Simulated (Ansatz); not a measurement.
# Si (Silicon): the cost of one run

Computed with Ansatz 0.2.0 (DFT, PBE, plane-wave PAW, default files, scalar-relativistic, as far as a step names no other, unless a step's input says otherwise).

## Step 1: The system as given

It takes space group Fd-3m (No. 227, cubic). Conventional cell: a = 5.431 Å, b = 5.431 Å, c = 5.431 Å, α = 90.00°, β = 90.00°, γ = 90.00°. Around Si (site symmetry -43m) lie 4 Si at 2.35 Å.

Structure file:

```xyz
2
Lattice="0.0000 2.7153 2.7153 2.7153 0.0000 2.7153 2.7153 2.7153 0.0000" Properties=species:S:1:pos:R:3 pbc="T T T"
Si    0.0000    0.0000    0.0000
Si    1.3577    1.3577    1.3577
```

The earlier run gave: gap on the mesh 0.57 eV, largest force 0.000 eV/Å, pressure 2.0 GPa.

Like atoms gathered into sites:

```tsv
site	atoms	first shell	V_zz (10²¹ V/m²)	η	C_Q (MHz)
Si	1, 2	4 Si at 2.35 Å	0.00	–	–
```

C_Q = eQV_zz/h, which is 24.18 MHz for Q = 1 b and V_zz = 10²¹ V/m²; η = (V_xx − V_yy)/V_zz. Nuclear quadrupole moments: year-2017 set (Pyykkö). A dash under C_Q marks elements without a common quadrupolar isotope.

## Step 2: Ions relaxed at fixed cell

Input file input.yaml:

```yaml
crystal:
  lattice:
    - [0.0, 2.71535, 2.71535]
    - [2.71535, 0.0, 2.71535]
    - [2.71535, 2.71535, 0.0]
  atoms:
    - { symbol: Si, position: [0.0, 0.0, 0.0] }
    - { symbol: Si, position: [0.25, 0.25, 0.25] }
kpoints:
  mp_grid: { grid: [14, 14, 14] }
scf:
  occupations: { method: fermi_dirac, width: 0.02 }
hamiltonian:
  xc: pbe
  pseudopotentials: { kind: paw }
output:
  forces: true
  stress: true
  populations: true
  efg: { contact_densities: true }
relax:
  f_tol: 0.02
  max_steps: 60
```

The run is started by

```sh
$ ansatz run input.yaml --threads 1 --pin off --max-ram 3072MiB --backend cpu --events-out ev --progress --plain --runs-dir out
```

**Question.** How long does this run take on 1 thread of Intel Xeon 6975P-C (Granite Rapids), shared host, and how much memory does it need?

About 1.9 s, with a peak of 0.4 GiB.
